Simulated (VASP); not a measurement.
# C: NMR shieldings and orbital susceptibility, by functional

C, Fd-3m (no. 227), 2 atoms in the cell.

| Functional | Shielding of the first element (ppm) | Orbital susceptibility (1e-6 cm³ per mole of cells) | Time (s) |
|---|---|---|---|
| LDA | 133.8 | -10.1 | 67 |
| PBE | 135.4 | -10.0 | 66 |
| PBEsol | 137.2 | -10.0 | 69 |
| RPBE | 136.5 | -10.0 | 69 |
| revPBE | 136.3 | -10.0 | 69 |
| PW91 | 134.5 | -10.1 | 70 |
| AM05 | 137.7 | -10.0 | 70 |
| BLYP | 130.2 | -10.2 | 73 |

Limits: The pGv and vGv forms of the susceptibility differ by more than 5 %, and the shieldings take over part of that uncertainty through the G = 0 term.

## Input of the first row

INCAR:
```
SYSTEM = C
  GGA = CA
  PREC = Accurate
  ENCUT = 650
  EDIFF = 1E-8
  LREAL = .False.
  LASPH = .True.
  ALGO = Normal
  NELM = 120
  LWAVE = .False.
  LCHARG = .False.
  LCHIMAG = .True.
  LNMR_SYM_RED = .True.
  NLSPLINE = .True.
  ISMEAR = 0
  SIGMA = 0.01
  KPAR = 2
```

KPOINTS:
```
k-points
0
Gamma
  11 11 11
```

POSCAR:
```
C
1.0
    0.0000000000      1.7833700000      1.7833700000
    1.7833700000      0.0000000000      1.7833700000
    1.7833700000      1.7833700000      0.0000000000
C
2
Direct
    0.7500000000      0.7500000000      0.7500000000
    0.5000000000      0.5000000000      0.5000000000
```

Commands:
```
cat potpaw_LDA.64/C/POTCAR > POTCAR
mpirun -np 2 vasp_std > vasp.out
```

Changes of the last row against the first:
```
- GGA = CA
+ GGA = B5
+ ALDAX = 1.0
+ AGGAX = 1.0
+ AGGAC = 1.0
+ ALDAC = 0.0
- cat potpaw_LDA.64/C/POTCAR > POTCAR
+ cat potpaw_PBE.64/C/POTCAR > POTCAR
```

VASP 6.6.1 took 67 s on 2 cores (Intel Xeon 6975P-C (Granite Rapids)), a shared host.
